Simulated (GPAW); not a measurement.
Input of a GPAW 26.7.0 run:

File run.py:

```python
from ase import Atoms
from ase.calculators.mixing import SumCalculator
from ase.filters import FrechetCellFilter
from ase.io import write
from ase.optimize import LBFGS
from dftd3.ase import DFTD3
from gpaw import GPAW, PW

atoms = Atoms(['N', 'N', 'B', 'B'],
              cell=[[2.49824, 0.0, 0.0],
                    [-1.24912, 2.1635393048, 0.0],
                    [0.0, 0.0, 6.6357]],
              scaled_positions=[[0.6666666667, 0.3333333333, 0.25],
                                [0.3333333333, 0.6666666667, 0.75],
                                [0.6666666667, 0.3333333333, 0.75],
                                [0.3333333333, 0.6666666667, 0.25]],
              pbc=True)

calc = GPAW(mode=PW(800),
            xc='RPBE',
            kpts={'size': (9, 9, 3), 'gamma': True},
            occupations={'name': 'fermi-dirac', 'width': 0.05},
            nbands=18,
            convergence={'density': 1e-05, 'energy': 1e-05},
            maxiter=150,
            txt='gpaw.txt')
atoms.calc = SumCalculator([calc, DFTD3(method='rpbe', damping='d3zero')])
opt = LBFGS(FrechetCellFilter(atoms), trajectory='relax.traj', logfile='-')
done = opt.run(fmax=0.05, steps=100)
calc.write('gs.gpw')
write('result.traj', atoms)
print('Converged:', done)
print('Cell:', atoms.cell.cellpar().round(4))
print('Volume:', round(atoms.get_volume(), 4))
print(atoms.get_scaled_positions().round(5))
```

Potentials or basis: the program's PAW data sets (release 1.2.1) made for this functional, pw.

The run is started by

```console
$ OMP_NUM_THREADS=1 python run.py
```

Task: What does it give for the relaxed volume?

Result: 9.08 Å³/atom.

Task: Predict the band gap on the k mesh.

Result: 4.49 eV, indirect (least direct gap 4.75 eV).

Step by step:
```csv
step,energy change (eV),largest force (eV/Å),pressure (GPa),volume (Å³)
1,0.0000,0.0024,4.96,35.87
2,-0.0057,0.0017,3.77,35.97
3,-0.0161,0.0017,-0.26,36.35
4,-0.0161,0.0014,-0.35,36.35
5,-0.0163,0.0023,-0.75,36.31
```

Caveat: later steps reuse the first step's grids; an odd mesh through Γ misses points on the zone boundary, where band edges often lie. Zero-point motion and thermal expansion aren't in these numbers.
